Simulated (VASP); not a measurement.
# As: molecular dynamics at constant energy

As, Cmce (no. 64), 8 atoms in the cell. PBE, molecular dynamics; PAW potentials As (PBE set).

Ensemble: NVE; Starting temperature (K): 1600.

## Input

INCAR:
```
  ALGO = Fast
  EDIFF = 1E-6
  ENCUT = 210
  GGA = PE
  IBRION = 0
  ISIF = 2
  ISMEAR = -1
  ISYM = 0
  KPAR = 2
  LASPH = T
  LCHARG = F
  LREAL = Auto
  LWAVE = F
  MDALGO = 2
  NELM = 60
  NELMIN = 4
  NSW = 60
  POTIM = 3.0
  PREC = Normal
  RANDOM_SEED = 842076 0 0
  SIGMA = 0.069
  SMASS = -3
  TEBEG = 1600
```

KPOINTS:
```
k-points
0
Gamma
  3 1 3
```

POSCAR:
```
As
1.0
    3.6500000000      0.0000000000      0.0000000000
    0.0000000000     11.0000000000      0.0000000000
    0.0000000000      0.0000000000      4.4700000000
As
8
Direct
    0.0000000000      0.6100000000      0.5600000000
    0.5000000000      0.6100000000      0.9400000000
    0.5000000000      0.8900000000      0.4400000000
    0.0000000000      0.8900000000      0.0600000000
    0.5000000000      0.1100000000      0.5600000000
    0.0000000000      0.1100000000      0.9400000000
    0.0000000000      0.3900000000      0.4400000000
    0.5000000000      0.3900000000      0.0600000000
```

Commands:
```
cat potpaw_PBE.64/As/POTCAR > POTCAR
mpirun -np 2 vasp_std > vasp.out
```

## Result

- Rise of the mean potential energy above the start (meV/atom): 95.1
- Mean temperature (K): 762
- Electronic steps per ionic step after the first: 5.1

Course of the run:

| Time (fs) | Temperature (K) | Potential energy less the first (meV/atom) |
|---|---|---|
| 3 | 1601 | 0.0 |
| 18 | 1248 | 40.1 |
| 30 | 836 | 86.9 |
| 45 | 714 | 100.6 |
| 57 | 800 | 90.8 |
| 72 | 800 | 90.8 |
| 84 | 715 | 100.5 |
| 99 | 628 | 110.3 |
| 111 | 563 | 117.7 |
| 126 | 397 | 136.4 |
| 138 | 315 | 145.8 |
| 153 | 585 | 115.1 |
| 165 | 877 | 81.9 |
| 180 | 899 | 79.5 |

The mean temperature lies below the starting 1600 K, since the atoms start on their sites and part of their kinetic energy turns into potential energy.

REPORT:
```
MDALGO =   2
               SCALING =       0
                 CNEXP =     9.000   14.000
           RANDOM_SEED =            842076                0                0

   original number of atomic DOF:         21
   number of independent constraints:      0
   number of active DOF:                  21

========================================
         MD step No.       1
========================================

  Atomic velocities initialized by STEP_tb

  >Energies
                    E_tot             E_pot             E_kin               EPS                ES
   e_b>   -0.34845695E+02   -0.36293898E+02    0.14482027E+01    0.00000000E+00    0.00000000E+00

  >Temperature
               T_sim     T_inst
   tmprt>   1600.000   1600.533

  >Thermostat:
           s(n+1) sdot(n+1)      s(n)   sdot(n)        Qs
   s_b>   0.00000   0.00000   0.00000   0.00000  -3.00000

           RANDOM_SEED =            842076               48                0

[... steps left out ...]

========================================
         MD step No.      60
========================================

  >Energies
                    E_tot             E_pot             E_kin               EPS                ES
   e_b>   -0.34844083E+02   -0.35657739E+02    0.81365668E+00    0.00000000E+00    0.00000000E+00

  >Temperature
               T_sim     T_inst
   tmprt>   1600.000    899.242

  >Thermostat:
           s(n+1) sdot(n+1)      s(n)   sdot(n)        Qs
   s_b>   0.00000   0.00000   0.00000   0.00000  -3.00000

           RANDOM_SEED =            842076               48                0
```

OSZICAR:
```
N       E                     dE             d eps       ncg     rms          rms(c)
DAV:   1     0.966299904115E+02    0.96630E+02   -0.92501E+03   250   0.639E+02
DAV:   2    -0.281886830459E+02   -0.12482E+03   -0.12283E+03   322   0.144E+02
DAV:   3    -0.362167311999E+02   -0.80280E+01   -0.78825E+01   323   0.385E+01
DAV:   4    -0.364156058324E+02   -0.19887E+00   -0.19841E+00   322   0.527E+00
DAV:   5    -0.364192413338E+02   -0.36355E-02   -0.36344E-02   340   0.659E-01    0.696E+00
RMM:   6    -0.363344036090E+02    0.84838E-01   -0.49498E-02   250   0.102E+00    0.418E+00
RMM:   7    -0.362932545852E+02    0.41149E-01   -0.10637E-01   250   0.169E+00    0.172E-01
RMM:   8    -0.362935863829E+02   -0.33180E-03   -0.10459E-02   250   0.559E-01    0.520E-02
RMM:   9    -0.362938451686E+02   -0.25879E-03   -0.16627E-03   262   0.205E-01    0.408E-02
RMM:  10    -0.362938848469E+02   -0.39678E-04   -0.29074E-04   257   0.806E-02    0.171E-02
RMM:  11    -0.362938960995E+02   -0.11253E-04   -0.79391E-05   277   0.382E-02    0.421E-03
RMM:  12    -0.362938968954E+02   -0.79583E-06   -0.10118E-05   233   0.141E-02    0.182E-03
[... left out ...]
     59 T=   925. E= -.34844304E+02 F= -.35681306E+02 E0= -.35658604E+02  EK= 0.83700E+00 SP= 0.00E+00 SK= 0.00E+00
[... last step whole ...]
       N       E                     dE             d eps       ncg     rms          rms(c)
DAV:   1    -0.356576419838E+02    0.23663E-01   -0.35737E-02   467   0.182E+00    0.837E-03
RMM:   2    -0.356577212244E+02   -0.79241E-04   -0.77819E-04   250   0.114E-01    0.307E-03
RMM:   3    -0.356577366217E+02   -0.15397E-04   -0.13922E-04   271   0.420E-02    0.226E-03
RMM:   4    -0.356577388122E+02   -0.21905E-05   -0.21753E-05   234   0.168E-02    0.193E-03
RMM:   5    -0.356577392213E+02   -0.40914E-06   -0.54422E-06   176   0.788E-03
     60 T=   899. E= -.34844083E+02 F= -.35657739E+02 E0= -.35634628E+02  EK= 0.81366E+00 SP= 0.00E+00 SK= 0.00E+00
```

Limits: 180 fs of 8 atoms are too short for converged averages; the cell is only 3.7 Å across, so each atom moves in step with near copies of itself.

VASP 6.6.1 took 229 s on 2 cores (Intel Xeon Platinum 8259CL @ 2.50GHz (Skylake/Cascade Lake)), a shared host.
